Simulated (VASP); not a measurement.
A run of VASP 6.6.1 is set up as follows.

INCAR

```
  PREC = Accurate
  ENCUT = 600
  EDIFF = 1E-6
  ISMEAR = -1
  SIGMA = 0.05
  LREAL = False
  LASPH = True
  NELM = 100
  ALGO = Fast
  ISIF = 3
  LWAVE = False
  LCHARG = False
  GGA = PE
  IBRION = 2
  NSW = 40
  EDIFFG = -0.005
```

KPOINTS

```
Automatic mesh
0
Gamma
  10 10 5
```

POSCAR

```
TaN
1.0
    2.9217699809      0.0000000000      0.0000000000
   -1.4608849905      2.5303270275      0.0000000000
    0.0000000000      0.0000000000      5.9165150000
Ta N
2 2
Direct
    0.0000000000      0.0000000000      0.5000000000
    0.0000000000      0.0000000000      0.0000000000
    0.3333333333      0.6666666667      0.2500000000
    0.6666666667      0.3333333333      0.7500000000
```

Potentials or basis: VASP PAW PBE potentials, release 54 (Ta_pv, N).

Command:

```console
$ cat potpaw_PBE.54/Ta_pv/POTCAR potpaw_PBE.54/N/POTCAR > POTCAR
$ mpirun -np 1 vasp_std > vasp.out
```

Task: Predict the relaxed cell.

Result: a = 2.920 Å, b = 2.920 Å, c = 5.915 Å, α = 90.00°, β = 90.00°, γ = 120.00°.

Task: Predict the space group after relaxing (to 0.05 Å).

Result: P6_3/mmc (No. 194).

Task: What does it give for the band gap on the k mesh?

Result: None (metal or under the smearing width).

Final structure:
```xyz
4
Lattice="2.9199 0.0000 0.0000 -1.4599 2.5287 0.0000 0.0000 0.0000 5.9154" Properties=species:S:1:pos:R:3 pbc="T T T"
Ta    0.0000    0.0000    2.9577
Ta    0.0000    0.0000    0.0000
N     0.0000    1.6858    1.4788
N     1.4599    0.8429    4.4365
```

The run has no spin-orbit coupling, so splittings on Ta are missing.
